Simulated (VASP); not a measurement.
# BN in VASP: further runs, part 2 of 2

VASP 6.6.1.

### Step 3. Single point, PBE

This run uses another cell than the first one, of 16.22 Å³/atom, 0.500 times its volume.

Input file INCAR:

```
SYSTEM = BN
ALGO     = Normal         ! electronic algorithm
DIPOL    = 0.5 0.5 0.500
EDIFF    = 1E-7           ! SCF threshold, eV
ENCUT    = 460            ! plane-wave cutoff, eV
GGA      = PE             ! functional
IDIPOL   = 3            
ISIF     = 2              ! what is computed and relaxed
ISMEAR   = 0              ! smearing method
LASPH    = .TRUE.         ! aspherical terms in the spheres
LCHARG   = .FALSE.        ! write CHGCAR
LDIPOL   = .TRUE.       
LREAL    = .FALSE.        ! projectors in reciprocal space
LVACPOTAV= .TRUE.       
LVHAR    = .TRUE.       
LWAVE    = .FALSE.        ! write WAVECAR
NBANDS   = 14             ! bands
NELM     = 120            ! most SCF steps
PREC     = Accurate       ! precision mode
SIGMA    = 0.05           ! smearing width, eV
```

Input file KPOINTS:

```
k-points
0
G
  8 8 1
  0 0 0
```

Input file POSCAR:

```
BN
1.0
    2.4982400000      0.0000000000      0.0000000000
   -1.2491200000      2.1635393000      0.0000000000
    0.0000000000      0.0000000000      6.0000000000
N B
1 1
Direct
    0.3333333333      0.6666666667      0.5000000000
    0.6666666667      0.3333333333      0.5000000000
```

Potentials or basis: VASP PAW PBE potentials, release 64 (N, B).

Started as:

```bash
> cat potpaw_PBE.64/N/POTCAR potpaw_PBE.64/B/POTCAR > POTCAR
> mpirun -np 1 vasp_std > vasp.out
```

OUTCAR:

```text
SYSTEM = BN
   EDIFF = 1E-7
   ENCUT = 460
   GGA = PE
   ISIF = 2
   ISMEAR = 0
   LASPH = .TRUE.
   LREAL = .FALSE.
   NELM = 120
   PREC = Accurate

 Found     10 irreducible k-points:

 Following reciprocal coordinates:
            Coordinates               Weight
  0.000000  0.000000  0.000000      1.000000
  0.125000  0.000000  0.000000      6.000000
  0.250000  0.000000  0.000000      6.000000
  0.375000  0.000000  0.000000      6.000000
  0.500000  0.000000  0.000000      3.000000
  0.125000  0.125000  0.000000      6.000000
   k-points           NKPTS =     10   k-points in BZ     NKDIM =     10   number of bands    NBANDS=     14
   number of dos      NEDOS =    301   number of ions     NIONS =      2
   total plane-waves  NPLWV =  13608
   dimension x,y,z NGX =    18 NGY =   18 NGZ =   42
   dimension x,y,z NGXF=    36 NGYF=   36 NGZF=   84
   ions per type =               1   1
   NGX,Y,Z   is equivalent  to a cutoff of  11.98, 11.98, 11.64 a.u.
   NGXF,Y,Z  is equivalent  to a cutoff of  23.96, 23.96, 23.27 a.u.
 SYSTEM =  BN
   PREC   = accura    normal or accurate (medium, high low for compatibility)
   ISTART =      0    job   : 0-new  1-cont  2-samecut
   ICHARG =      2    charge: 1-file 2-atom 10-const
   ISPIN  =      1    spin polarized calculation?
   LNONCOLLINEAR =      F non collinear calculations
   LSORBIT =      F    spin-orbit coupling
   LASPH  =      T    aspherical Exc in radial PAW
[... 148 lines left out ...]
      1     -18.0804      2.00000
      2      -5.4072      2.00000
      3      -5.3367      2.00000
      4      -4.1956      2.00000
      5       4.3602      0.00000
      6       7.9912      0.00000
      7      10.6050      0.00000
      8      11.4202      0.00000
      9      11.7146      0.00000
     10      13.9107      0.00000
     11      17.1061      0.00000
     12      20.6970      0.00000
     13      24.1481      0.00000
     14      24.5983      0.00000

 [... further k-points ...]

------------------------ aborting loop because EDIFF is reached ----------------------------------------

  FORCE on cell =-STRESS in cart. coord.  units (eV):
  Direction    XX          YY          ZZ          XY          YZ          ZX
  --------------------------------------------------------------------------------------
  -------------------------------------------------------------------------------------
  Total        0.5992712      0.5992712      0.0852934      0.0000000      0.0000000      0.0000000
  in kB       29.6062778     29.6062777      4.2138198      0.0000000      0.0000000      0.0000000
  external PRESSURE =      21.1421251 kB  Pullay stress =       0.0000000 kB

 VOLUME and BASIS-vectors are now :
 -----------------------------------------------------------------------------
  energy-cutoff  :      460.00
  volume of cell :       32.43
      direct lattice vectors                 reciprocal lattice vectors
     2.498240000  0.000000000  0.000000000     0.400281798  0.231102805  0.000000000
    -1.249120000  2.163539300  0.000000000     0.000000000  0.462205609  0.000000000
     0.000000000  0.000000000  6.000000000     0.000000000  0.000000000  0.166666667

 POSITION                                       TOTAL-FORCE (eV/Angst)
 -----------------------------------------------------------------------------------
     -0.00000      1.44236      3.00000        -0.000000      0.000000      0.000000
      1.24912      0.72118      3.00000         0.000000      0.000000      0.000000
 -----------------------------------------------------------------------------------
    total drift:                                0.000002     -0.000001     -0.000000

  FREE ENERGIE OF THE ION-ELECTRON SYSTEM (eV)
  ---------------------------------------------------
  free  energy   TOTEN  =       -17.5785116751 eV

  energy  without entropy=      -17.5785116751  energy(sigma->0) =      -17.57851168

 vacuum level on the upper side and lower side of the slab         4.427         4.427
```

OSZICAR:

```text
N       E                     dE             d eps       ncg     rms          rms(c)
DAV:   1     0.188394537356E+02    0.18839E+02   -0.38511E+03   288   0.444E+02
DAV:   2    -0.182268070934E+02   -0.37066E+02   -0.34289E+02   352   0.127E+02
DAV:   3    -0.195491059706E+02   -0.13223E+01   -0.13196E+01   364   0.220E+01
DAV:   4    -0.195573352433E+02   -0.82293E-02   -0.82289E-02   328   0.203E+00
DAV:   5    -0.195574270726E+02   -0.91829E-04   -0.91829E-04   370   0.169E-01    0.808E+00
DAV:   6    -0.178689558389E+02    0.16885E+01   -0.47822E+00   312   0.979E+00    0.374E+00
DAV:   7    -0.176615530845E+02    0.20740E+00   -0.25896E-01   346   0.302E+00    0.225E+00
DAV:   8    -0.175758436228E+02    0.85709E-01   -0.15565E-01   334   0.196E+00    0.323E-01
DAV:   9    -0.175766873482E+02   -0.84373E-03   -0.52239E-03   286   0.422E-01    0.170E-01
DAV:  10    -0.175783782595E+02   -0.16909E-02   -0.19102E-03   280   0.228E-01    0.690E-02
DAV:  11    -0.175784952607E+02   -0.11700E-03   -0.48009E-04   280   0.111E-01    0.491E-02
DAV:  12    -0.175784957569E+02   -0.49620E-06   -0.93112E-05   304   0.509E-02    0.544E-03
DAV:  13    -0.175785107918E+02   -0.15035E-04   -0.54084E-06   322   0.154E-02    0.295E-03
DAV:  14    -0.175785116859E+02   -0.89406E-06   -0.91559E-08   322   0.168E-03    0.178E-03
DAV:  15    -0.175785116751E+02    0.10755E-07   -0.17480E-08   328   0.705E-04
   1 F= -.17578512E+02 E0= -.17578512E+02  d E =-.395011E-12
```

stdout:

```text
POSCAR found type information on POSCAR N B
 POSCAR found :  2 types and       2 ions
 scaLAPACK will be used
 LDA part: xc-table for (Slater+PW92), standard interpolation
 POSCAR, INCAR and KPOINTS ok, starting setup
 FFT: planning ... GRIDC
 FFT: planning ... GRID_SOFT
 FFT: planning ... GRID
 WAVECAR not read
 entering main loop
 -----------------------------------------------------------------------------
|                                                                             |
|           W    W    AA    RRRRR   N    N  II  N    N   GGGG   !!!           |
|           W    W   A  A   R    R  NN   N  II  NN   N  G    G  !!!           |
|           W    W  A    A  R    R  N N  N  II  N N  N  G       !!!           |
|           W WW W  AAAAAA  RRRRR   N  N N  II  N  N N  G  GGG   !            |
|           WW  WW  A    A  R   R   N   NN  II  N   NN  G    G                |
|           W    W  A    A  R    R  N    N  II  N    N   GGGG   !!!           |
|                                                                             |
|     Did not find any points to average over, which means that no vacuum     |
|     field-free region was found. Please increase the size of  your cell     |
|     in the dimension of the dipole correction to obtain accurate            |
|     workfunction values.                                                    |
|                                                                             |
 -----------------------------------------------------------------------------
```

Wall time 2.8 s (1 thread of Intel Xeon 6975P-C (Granite Rapids), shared host); peak memory 0.12 GiB.

These settings aren't checked as converged: the numbers below hold their error.

What came out:

```
Free energy                            : -17.5785 eV
Band gap on the k mesh                 : 4.30 eV, indirect (least direct gap 5.00 eV)
Ionisation potential of the upper face : 5.87 eV
```

Caveat: the cutoff is under 1.25 times the usual one of these potentials, so pressure, stress and relaxed cells hold a basis-set (Pulay) error.

### Step 4. Single point, PBE

INCAR: that of step 3 with these lines changed.

```diff
@@ -4,3 +4,3 @@
 EDIFF    = 1E-7           ! SCF threshold, eV
-ENCUT    = 460            ! plane-wave cutoff, eV
+ENCUT    = 280            ! plane-wave cutoff, eV
 GGA      = PE             ! functional
```

Input file KPOINTS:

```
k-points
0
G
  10 10 1
  0 0 0
```

POSCAR: that of step 3 with these lines changed.

```diff
@@ -4,3 +4,3 @@
    -1.2491200000      2.1635393000      0.0000000000
-    0.0000000000      0.0000000000      6.0000000000
+    0.0000000000      0.0000000000     12.0000000000
 N B
```

Started as:

```bash
> cat potpaw_PBE.64/N/POTCAR potpaw_PBE.64/B/POTCAR > POTCAR
> mpirun -np 1 vasp_std > vasp.out
```

Wall time 3.9 s (1 thread of Intel Xeon 6975P-C (Granite Rapids), shared host); peak memory 0.13 GiB.

The run converged, but a check on its numbers failed (symmetry, net force, bounds or a known fault of this set-up), so they aren't taken as properties of the slab.

Caveat: the cutoff lies under the usual one of these potentials, so the numbers hold a large basis-set error.

### Step 5. Single point, PBE

This run uses another cell than the first one, of 27.03 Å³/atom, 0.833 times its volume.

INCAR: that of step 4 with these lines changed.

```diff
@@ -4,3 +4,3 @@
 EDIFF    = 1E-7           ! SCF threshold, eV
-ENCUT    = 280            ! plane-wave cutoff, eV
+ENCUT    = 460            ! plane-wave cutoff, eV
 GGA      = PE             ! functional
```

Input file KPOINTS:

```
k-points
0
G
  8 8 1
  0 0 0
```

POSCAR: that of step 4 with these lines changed.

```diff
@@ -4,3 +4,3 @@
    -1.2491200000      2.1635393000      0.0000000000
-    0.0000000000      0.0000000000     12.0000000000
+    0.0000000000      0.0000000000     10.0000000000
 N B
```

Started as:

```bash
> cat potpaw_PBE.64/N/POTCAR potpaw_PBE.64/B/POTCAR > POTCAR
> mpirun -np 1 vasp_std > vasp.out
```

Wall time 5.3 s (1 thread of Intel Xeon 6975P-C (Granite Rapids), shared host); peak memory 0.14 GiB.

These settings aren't checked as converged: the numbers below hold their error.

Results:

- Free energy: -17.5980 eV
- Band gap on the k mesh: 4.75 eV, indirect (least direct gap 5.00 eV)
- Ionisation potential of the upper face: 5.99 eV

Caveat: the cutoff is under 1.25 times the usual one of these potentials, so pressure, stress and relaxed cells hold a basis-set (Pulay) error.
